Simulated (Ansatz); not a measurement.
# FeO (Wuestite) (R-3m) in Ansatz: a series of runs

One crystal, FeO (Wuestite), is run at these levels: PBE; tasks: single point.

All numbers are computed with Ansatz 0.2.0; they aren't measurements. Logs are shortened: lines on timing, memory, paths and dates and some standing lists are left out, and cuts for length are marked.

## (1) The crystal as given

The structure is trigonal, space group R-3m (No. 166). Conventional cell: a = 3.038 Å, b = 3.038 Å, c = 7.559 Å, α = 90.00°, β = 90.00°, γ = 120.00°. Around Fe (site symmetry -3m) lie 6 O at 2.16 Å. Around O (site symmetry -3m) lie 6 Fe at 2.16 Å.

## (2) Single point, PBE, collinear spin, ferromagnetic start, 9.46 Å³/atom (volume scaled by 0.94)

The input, input.yaml:

```yaml
crystal:
  lattice:
    - [1.4878158575, 0.8589908858, 2.4681429078]
    - [-1.4878158575, 0.8589908858, 2.4681429078]
    - [0.0, -1.7179817717, 2.4681429078]
  atoms:
    - { symbol: Fe, position: [0.0, 0.0, 0.0], spin: 3.0 }
    - { symbol: O, position: [0.5, 0.5, 0.5] }
kpoints:
  mp_grid: { grid: [11, 11, 11] }
scf:
  occupations: { method: fermi_dirac, width: 0.05 }
hamiltonian:
  xc: pbe
  pseudopotentials: { kind: all_electron, lapw: { basis_error: 0.0005 } }
magnetization:
  spin_polarized: true
output:
  forces: true
  stress: true
  eigenvalues: true
```

Potentials or basis: all-electron LAPW, scalar-relativistic.

On the command line:

```console
$ ansatz run input.yaml --threads 2 --pin off --max-ram 6144MiB --backend cpu --events-out ev --progress --plain --runs-dir out
```

What it wrote:

```text
Warning: RAYON_NUM_THREADS=2 ignored (pool sized by the plan → 2); use --threads N
LAPW: plane waves up to 10.151 Å⁻¹, error target 5.0e-4 eV per atom; small_component_spin mean_spin; O in spheres of 0.963 Å, 8 of its electrons in bands, Dirac shells []; Fe in spheres of 1.152 Å, 16 of its electrons in bands, Dirac shells [] (how accurate: hamiltonian.pseudopotentials.lapw.basis_error, Limitations)
Engine: ansatz 0.2.0, aarch64-unknown-linux-gnu
Pseudopotentials: kind: all_electron
Pseudopotential: Fe, LAPW, valence charge 16, lapw/all_electron/scalar/gaussian/Fe, Koelling and Harmon's equation, gaussian nucleus
Pseudopotential: O, LAPW, valence charge 8, lapw/all_electron/scalar/gaussian/O, Koelling and Harmon's equation, gaussian nucleus
Functional definition: PBE
  parameter kappa = 0.804
  parameter beta = 0.06672455060314922
  exchange = pbe_x(kappa = kappa, mu = beta*pi^2/3)
  correlation = pbe_c(beta = beta)
Crystal: 2 atoms, lattice volume = 18.926 Å³
Basis set: ecut = 392.5830409708981 eV, 331 PW (Γ), exchange–correlation at level 2
Bands: 18, of which v1, the nominal top of the filled ones, is band 12 counted from 1 (11 counted from 0)
Symmetry: 12 space group operations
Space group: R-3m (ITA 166), of the structure as read, at distance tolerance 2.7e-5 Å
Magnetic group: BNS 166.97 (UNI 1327), of the structure as read, at distance tolerance 2.7e-5 Å
k-points: 146 of 1331
Non-local potential: Fe, projectors of the file, none
Non-local potential: O, projectors of the file, none
Initial density: superposition of atomic densities (chi_scale 0.1, normalization cell, long waves kept (reshape's long-wave potential 0.00 eV rms))
Starting moments: Σ|m| = 3 μB on 1 of 2 sites
Initial wavefunctions: plane waves of lowest kinetic energy (no species holds an atomic orbital)
Functional: x = pbe(κ = 0.804, μ = 0.2195149727645171), c = pbe(β = 0.06672455060314922)
iter 1 solved again at ethr=7.47e-3 eV; its pass at ethr=1.00e-1 eV (dr2=1.79e0 eV) is discarded
SCF iter   1: F=—  HF=-36682.751836 eV  |F-HF|=—  |Δ(HF+E_count)|=         —  Δρ=6.66e-2 (↑5.92e-2 ↓6.66e-2)  dr2=1.79e0  dr2_m=3.08e-1  M=4.001 μB ∫|m|=4.002 μB  β_m=0.30  ethr=7.47e-3  ⟨swp⟩=2.0  Hψ=34165  notcnv=0
Mixer restart at iter 1: flushing history
preconditioner: auto → none  [metal: Δε(μ)=0.004 eV  Ē_g=14.609 eV  σ=0.050 eV  W_gap=0.02  n_scr=8 (ndim 8)  ℏωp=31.9 eV  f_vac=0.000  D(μ)=1.22/eV (n_scr^D=14)  sad-step TF]
SCF iter   2: F=—  HF=-36681.786955 eV  |F-HF|=—  |Δ(HF+E_count)|=   9.65e-1  Δρ=3.68e-2 (↑3.68e-2 ↓3.52e-2)  dr2=4.35e-1  dr2_m=1.38e-1  M=4.000 μB ∫|m|=4.001 μB  β_m=0.48  ethr=7.46e-3  ⟨swp⟩=2.0  Hψ=15476  notcnv=0
SCF iter   3: F=—  HF=-36681.720327 eV  |F-HF|=—  |Δ(HF+E_count)|=   6.66e-2  Δρ=1.84e-2 (↑1.76e-2 ↓1.84e-2)  dr2=2.21e-1  dr2_m=1.46e-2  M=4.000 μB ∫|m|=4.005 μB  β_m=0.50  ethr=1.81e-3  ⟨swp⟩=2.0  Hψ=15768  notcnv=0
iter 4 solved again at ethr=1.06e-5 eV; its pass at ethr=9.21e-4 eV (dr2=2.55e-3 eV) is discarded
SCF iter   4: F=—  HF=-36681.656398 eV  |F-HF|=—  |Δ(HF+E_count)|=         —  Δρ=3.92e-3 (↑3.85e-3 ↓3.92e-3)  dr2=2.55e-3  dr2_m=1.58e-3  M=3.998 μB ∫|m|=4.006 μB  β_m=0.50  ethr=1.06e-5  ⟨swp⟩=2.0  Hψ=25740  notcnv=0
Mixer restart at iter 4: flushing history
the basis was enlarged: its passes take 4.1 MiB over the memory plan, 2 of 2 planned eigensolver slots
SCF iter   5: F=—  HF=-36681.658791 eV  |F-HF|=—  |Δ(HF+E_count)|=   2.39e-3  Δρ=3.25e-3 (↑3.25e-3 ↓1.42e-3)  dr2=4.79e-3  dr2_m=2.43e-4  M=3.999 μB ∫|m|=4.008 μB  β_m=0.48  ethr=1.06e-5  ⟨swp⟩=3.0  Hψ=17122  notcnv=0
SCF iter   6: F=—  HF=-36681.656422 eV  |F-HF|=—  |Δ(HF+E_count)|=   2.37e-3  Δρ=1.43e-3 (↑1.43e-3 ↓1.22e-3)  dr2=2.24e-4  dr2_m=2.25e-4  M=3.999 μB ∫|m|=4.008 μB  β_m=0.59  ethr=1.06e-5  ⟨swp⟩=2.5  Hψ=14391  notcnv=0
SCF iter   7: F=—  HF=-36681.657051 eV  |F-HF|=—  |Δ(HF+E_count)|=   6.29e-4  Δρ=5.11e-4 (↑5.11e-4 ↓3.85e-4)  dr2=2.31e-5  dr2_m=2.85e-5  M=3.999 μB ∫|m|=4.009 μB  β_m=0.77  ethr=9.33e-7  ⟨swp⟩=2.6  Hψ=14741  notcnv=0
SCF iter   8: F=—  HF=-36681.657124 eV  |F-HF|=—  |Δ(HF+E_count)|=   7.32e-5  Δρ=9.90e-5 (↑6.21e-5 ↓9.90e-5)  dr2=1.96e-7  dr2_m=9.65e-7  M=3.999 μB ∫|m|=4.010 μB  β_m=0.65  ethr=9.62e-8  ⟨swp⟩=2.8  Hψ=14936  notcnv=0
SCF iter   9: F=—  HF=-36681.657126 eV  |F-HF|=—  |Δ(HF+E_count)|=   1.70e-6  Δρ=1.19e-5 (↑1.19e-5 ↓6.80e-6)  dr2=3.99e-8  dr2_m=7.40e-9  M=3.999 μB ∫|m|=4.010 μB  β_m=0.71  ethr=8.18e-10  ⟨swp⟩=3.0  Hψ=16334  notcnv=0
SCF iter  10: F=—  HF=-36681.657126 eV  |F-HF|=—  |Δ(HF+E_count)|=   3.06e-8  Δρ=3.33e-6 (↑2.21e-6 ↓3.33e-6)  dr2=3.47e-9  dr2_m=4.05e-10  M=3.999 μB ∫|m|=4.010 μB  β_m=0.85  ethr=1.66e-10  ⟨swp⟩=2.1  Hψ=14204  notcnv=0
SCF iter  11: F=-36681.657126 eV  HF=-36681.657126 eV  |F-HF|=1.75e-10  |Δ(HF+E_count)|=   1.04e-8  Δρ=1.28e-6 (↑2.07e-7 ↓1.28e-6)  dr2=2.11e-10  dr2_m=7.17e-11  M=3.999 μB ∫|m|=4.010 μB  ethr=1.44e-11  ⟨swp⟩=2.7  Hψ=14890  notcnv=0
SCF 1 converged in 11 iterations: F = -36681.657126 eV  dr2 = 2.11e-10
SCF converged after 11 iterations
Magnetization: 3.9987 μB (13.9994 up, 10.0006 down)
Absolute magnetization: 4.0099 μB (∫|ρ↑−ρ↓|)
Spin contamination: 0.0108 ħ² per cell (⟨S²⟩ above its minimum at these occupations)
Per-site moments (μB) at R_I (Å): [(3.603628994609071, 1.1519801070876758), (0.3329227216355335, 0.9632961367534557)]
Free energy (F): -36681.657126 eV
Harris-Foulkes:  -36681.657126 eV  (|F-HF|=1.75e-10)
Internal energy: -36681.646416 eV  (E = F + TS)
E sigma→0 (E₀):  -36681.651771 eV
Entropy (-TS):   -0.010710 eV (-5.355 meV/atom)
Fermi energy:    15.828916 eV
--- Per-component energies (eV) ---
  E_band       = -1225.183219
  E_kinetic    = 37159.224727
  E_xc         = -1757.472415
  E_electrostatic = -72083.398728  (all electrons and nuclei)
  E_smearing   = -0.010710  (= −TS)
  E_closure    = 0.000000  (closes the sum)
  E_atoms      = -36665.908118  (free atoms, spherical and without spin; not in F)
  Σ components = -36681.657126   (vs F -36681.657126, Δ=0.00e0)
  Basis errors (estimates in eV, not in F): energy 1.9e-4 per atom: plane waves 1.7e-4 (9.4e-5 summed), levels above the bands 3.1e-134, relativity 6.2e-9, radial functions 1.7e-5, core shells 4.2e-8; eigenvalues (radial functions only) 9.6e-7; not estimated: angular momenta, meshes, grids; target (lapw.basis_error) 5.0e-4; muffin-tin radii O 0.963 Å, Fe 1.152 Å
--- Forces (eV/Å), atoms counted from 1 ---
  atom   1  Fe    -0.00000000    -0.00000000     0.00000000
  atom   2  O      0.00000000    -0.00000000     0.00000000
  max |Σ_I F_I| component: 7.97e-31 eV/Å
--- Stress (GPa, compression-positive) ---
       11.751161       0.000000       0.000000
        0.000000      11.751161       0.000000
        0.000000       0.000000      10.965687
  P = ⅓ Tr σ = 11.4893 GPa (114.893 kbar)
--- Band table (eV; the first three rows and the last of 292) ---
  k-point 0 ↑: bands = ["-491.5181", "-74.0430", "-40.0829", "-40.0684", "-40.0684", "-5.4211", "11.6874", "11.7923", "11.7923", "11.8506", "11.9217", "11.9217", "12.1392", "12.1392", "16.1786", "31.2359", "32.9856", "33.4038"]
  k-point 1 ↑: bands = ["-491.5181", "-74.0424", "-40.0842", "-40.0733", "-40.0692", "-5.3293", "10.8779", "10.9510", "11.0266", "11.9568", "12.0038", "12.2829", "12.9027", "12.9317", "16.7581", "30.0446", "32.8049", "33.1574"]
  k-point 2 ↑: bands = ["-491.5181", "-74.0409", "-40.0922", "-40.0819", "-40.0713", "-5.0732", "9.5647", "10.1377", "10.2243", "12.1414", "12.1895", "12.5347", "13.8340", "13.8484", "17.9583", "28.0897", "31.8556", "32.1414"]
  k-point 145 ↓: bands = ["-491.2296", "-69.8726", "-36.0828", "-36.0194", "-36.0155", "-3.5539", "7.4247", "10.2648", "10.3929", "16.1658", "16.2359", "16.4229", "18.4464", "18.7928", "21.2275", "25.6602", "29.0981", "30.0292"]
```

Wall time 37 s (2 threads of Arm Neoverse V1, shared host); peak memory 0.72 GiB.

What came out:

```yaml
Free_energy: -36681.6571 eV
Pressure: 11.5 GPa
Band_gap_on_the_k_mesh: none (metal or under the smearing width)
Net_moment: 4.00 μB per cell
Absolute_moment: 4.01 μB per cell
Site_moments: Fe +3.60; O +0.33 μB
```

Caveat: a cell with one magnetic atom can't hold antiferromagnetic order, which such compounds often take; semilocal functionals often make such compounds metallic where correlation or magnetic order opens a gap, which also shifts bond lengths.

## (3) Single point, PBE, collinear spin, ferromagnetic start, 9.66 Å³/atom (volume scaled by 0.96)

Changes to input.yaml since step 2:

```diff
@@ -2,5 +2,5 @@
   lattice:
-    - [1.4878158575, 0.8589908858, 2.4681429078]
-    - [-1.4878158575, 0.8589908858, 2.4681429078]
-    - [0.0, -1.7179817717, 2.4681429078]
+    - [1.4982937792, 0.8650403168, 2.4855247686]
+    - [-1.4982937792, 0.8650403168, 2.4855247686]
+    - [0.0, -1.7300806335, 2.4855247686]
   atoms:
```

Potentials or basis: all-electron LAPW, scalar-relativistic.

On the command line:

```console
$ ansatz run input.yaml --threads 2 --pin off --max-ram 6144MiB --backend cpu --events-out ev --progress --plain --runs-dir out
```

Wall time 38 s (2 threads of Arm Neoverse V1, shared host); peak memory 0.72 GiB.

Results (log left out):

```yaml
Free_energy: -36681.6799 eV
Pressure: 6.8 GPa
Band_gap_on_the_k_mesh: none (metal or under the smearing width)
Net_moment: 4.00 μB per cell
Absolute_moment: 4.01 μB per cell
Site_moments: Fe +3.61; O +0.33 μB
```

Caveat: a cell with one magnetic atom can't hold antiferromagnetic order, which such compounds often take; semilocal functionals often make such compounds metallic where correlation or magnetic order opens a gap, which also shifts bond lengths.

## (4) Single point, PBE, collinear spin, ferromagnetic start, 9.87 Å³/atom (volume scaled by 0.98)

Changes to input.yaml since step 3:

```diff
@@ -2,5 +2,5 @@
   lattice:
-    - [1.4982937792, 0.8650403168, 2.4855247686]
-    - [-1.4982937792, 0.8650403168, 2.4855247686]
-    - [0.0, -1.7300806335, 2.4855247686]
+    - [1.5086271663, 0.8710063006, 2.5026668604]
+    - [-1.5086271663, 0.8710063006, 2.5026668604]
+    - [0.0, -1.7420126011, 2.5026668604]
   atoms:
```

On the command line:

```console
$ ansatz run input.yaml --threads 2 --pin off --max-ram 6144MiB --backend cpu --events-out ev --progress --plain --runs-dir out
```

Wall time 38 s (2 threads of Arm Neoverse V1, shared host); peak memory 0.72 GiB.

The run converged. Its results:

* Free energy: -36681.6915 eV
* Pressure: 2.5 GPa
* Band gap on the k mesh: none (metal or under the smearing width)
* Net moment: 4.00 μB per cell
* Absolute moment: 4.01 μB per cell
* Site moments: Fe +3.62; O +0.32 μB

Caveat: a cell with one magnetic atom can't hold antiferromagnetic order, which such compounds often take; semilocal functionals often make such compounds metallic where correlation or magnetic order opens a gap, which also shifts bond lengths.

## (5) Single point, PBE, collinear spin, ferromagnetic start, 10.07 Å³/atom

Changes to input.yaml since step 4:

```diff
@@ -2,5 +2,5 @@
   lattice:
-    - [1.5086271663, 0.8710063006, 2.5026668604]
-    - [-1.5086271663, 0.8710063006, 2.5026668604]
-    - [0.0, -1.7420126011, 2.5026668604]
+    - [1.5188209023, 0.8768916568, 2.5195772846]
+    - [-1.5188209023, 0.8768916568, 2.5195772846]
+    - [0.0, -1.7537833136, 2.5195772846]
   atoms:
```

On the command line:

```console
$ ansatz run input.yaml --threads 2 --pin off --max-ram 6144MiB --backend cpu --events-out ev --progress --plain --runs-dir out
```

It took 37 s on 2 threads of Arm Neoverse V1, shared host; peak memory 0.71 GiB.

It converged, with:

| Property | Result |
| --- | --- |
| Free energy | -36681.6930 eV |
| Pressure | -1.3 GPa |
| Band gap on the k mesh | none (metal or under the smearing width) |
| Net moment | 4.00 μB per cell |
| Absolute moment | 4.01 μB per cell |
| Site moments | Fe +3.62; O +0.32 μB |

Caveat: a cell with one magnetic atom can't hold antiferromagnetic order, which such compounds often take; semilocal functionals often make such compounds metallic where correlation or magnetic order opens a gap, which also shifts bond lengths.

## (6) Single point, PBE, collinear spin, ferromagnetic start, 10.27 Å³/atom (volume scaled by 1.02)

Changes to input.yaml since step 5:

```diff
@@ -2,5 +2,5 @@
   lattice:
-    - [1.5188209023, 0.8768916568, 2.5195772846]
-    - [-1.5188209023, 0.8768916568, 2.5195772846]
-    - [0.0, -1.7537833136, 2.5195772846]
+    - [1.528879612, 0.8826990556, 2.5362637132]
+    - [-1.528879612, 0.8826990556, 2.5362637132]
+    - [0.0, -1.7653981111, 2.5362637132]
   atoms:
```

Potentials or basis: all-electron LAPW, scalar-relativistic.

On the command line:

```console
$ ansatz run input.yaml --threads 2 --pin off --max-ram 6144MiB --backend cpu --events-out ev --progress --plain --runs-dir out
```

It took 37 s on 2 threads of Arm Neoverse V1, shared host; peak memory 0.71 GiB.

The run converged. Its results:

```
Free energy            : -36681.6855 eV
Pressure               : -4.7 GPa
Band gap on the k mesh : none (metal or under the smearing width)
Net moment             : 4.00 μB per cell
Absolute moment        : 4.01 μB per cell
Site moments           : Fe +3.63; O +0.32 μB
```

Caveat: a cell with one magnetic atom can't hold antiferromagnetic order, which such compounds often take; semilocal functionals often make such compounds metallic where correlation or magnetic order opens a gap, which also shifts bond lengths.

## (7) Single point, PBE, collinear spin, ferromagnetic start, 10.47 Å³/atom (volume scaled by 1.04)

Changes to input.yaml since step 6:

```diff
@@ -2,5 +2,5 @@
   lattice:
-    - [1.528879612, 0.8826990556, 2.5362637132]
-    - [-1.528879612, 0.8826990556, 2.5362637132]
-    - [0.0, -1.7653981111, 2.5362637132]
+    - [1.5388076799, 0.8884310282, 2.5527334195]
+    - [-1.5388076799, 0.8884310282, 2.5527334195]
+    - [0.0, -1.7768620564, 2.5527334195]
   atoms:
```

On the command line:

```console
$ ansatz run input.yaml --threads 2 --pin off --max-ram 6144MiB --backend cpu --events-out ev --progress --plain --runs-dir out
```

Wall time 36 s (2 threads of Arm Neoverse V1, shared host); peak memory 0.7 GiB.

It converged, with:

```
Free energy            : -36681.6698 eV
Pressure               : -7.7 GPa
Band gap on the k mesh : none (metal or under the smearing width)
Net moment             : 4.00 μB per cell
Absolute moment        : 4.01 μB per cell
Site moments           : Fe +3.64; O +0.31 μB
```

Caveat: a cell with one magnetic atom can't hold antiferromagnetic order, which such compounds often take; semilocal functionals often make such compounds metallic where correlation or magnetic order opens a gap, which also shifts bond lengths.

## (8) Single point, PBE, collinear spin, ferromagnetic start, 10.67 Å³/atom (volume scaled by 1.06)

Changes to input.yaml since step 7:

```diff
@@ -2,5 +2,5 @@
   lattice:
-    - [1.5388076799, 0.8884310282, 2.5527334195]
-    - [-1.5388076799, 0.8884310282, 2.5527334195]
-    - [0.0, -1.7768620564, 2.5527334195]
+    - [1.5486092669, 0.8940899771, 2.5689933065]
+    - [-1.5486092669, 0.8940899771, 2.5689933065]
+    - [0.0, -1.7881799543, 2.5689933065]
   atoms:
```

On the command line:

```console
$ ansatz run input.yaml --threads 2 --pin off --max-ram 6144MiB --backend cpu --events-out ev --progress --plain --runs-dir out
```

Run time: 35 s. Hardware: 2 threads of Arm Neoverse V1, shared host; peak memory 0.71 GiB.

Results (log left out):

| Property | Result |
| --- | --- |
| Free energy | -36681.6470 eV |
| Pressure | -10.4 GPa |
| Band gap on the k mesh | none (metal or under the smearing width) |
| Net moment | 4.00 μB per cell |
| Absolute moment | 4.01 μB per cell |
| Site moments | Fe +3.64; O +0.31 μB |

Caveat: a cell with one magnetic atom can't hold antiferromagnetic order, which such compounds often take; semilocal functionals often make such compounds metallic where correlation or magnetic order opens a gap, which also shifts bond lengths.
